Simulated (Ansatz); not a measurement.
**Structure relaxation of Zn₃S**

These are results of DFT PBE, scalar-relativistic, plane waves, PAW (Ansatz), not measurements. Cutoff 420 eV, Γ-centred k mesh, Gaussian smearing, no spin polarisation in the final step.

Zn₃S was placed on the sites of a reported Cu3Pd cell (P4/mmm, No. 123), with S in place of Pd, Zn in place of Cu, at a guessed volume.

```yaml
crystal:
  lattice:
    - [3.93885, 0.00000, 0.00000]
    - [0.00000, 3.93885, 0.00000]
    - [0.00000, 0.00000, 3.89837]
  atoms:
    - { symbol: Zn, position: [0.00000, 0.50000, 0.50000] }
    - { symbol: Zn, position: [0.50000, 0.00000, 0.50000] }
    - { symbol: Zn, position: [0.50000, 0.50000, 0.00000] }
    - { symbol: S, position: [0.00000, 0.00000, 0.00000] }
```

Steps on the 4×4×4 mesh (4 atoms). 4 of 4 steps are shown, and the free energy counts from the last. Trial steps that were taken back and renewals of the plane-wave basis can be among the rows.

| step | ΔF (meV/atom) | V (Å³/atom) | P (GPa) |
| --- | --- | --- | --- |
| 1 | 26.1 | 15.12 | 6.68 |
| 2 | 1.3 | 16.24 | 0.97 |
| 3 | 0.7 | 16.44 | 0.14 |
| 4 | 0.0 | 16.44 | 0.14 |

The cell was then made exact in the group found at 0.06 Å. A final relaxation ran on a 12×12×12 mesh. The relaxed crystal, Pm-3m (No. 221):

```
Zn S
1.0
     4.04676    0.00000    0.00000
     0.00000    4.04676    0.00000
     0.00000    0.00000    4.04676
Zn S
3 1
Cartesian
  0.0000 2.0234 2.0234
  2.0234 0.0000 2.0234
  2.0234 2.0234 0.0000
  0.0000 0.0000 0.0000
```

| Item | Value |
| --- | --- |
| Volume per atom | 16.57 Å³ |
| Density | 5.72 g/cm³ |
| Energy over the elements | 0.17 eV/atom |
| Gap on the 12×12×12 mesh | 0 eV (a metal) |

The zero of energy is the elements' standard structures at the same level; no fitted shifts are applied.

The final run used a 12×12×12 mesh on its 4-atom cell and 0.10 eV smearing. For metals, differences of a few meV/atom aren't resolved.

Symmetry constrained the relaxation, so the result can be a saddle point.

Cost: 3 runs of about 0.76 core-minutes in all, on Arm Neoverse V1 (shared hosts).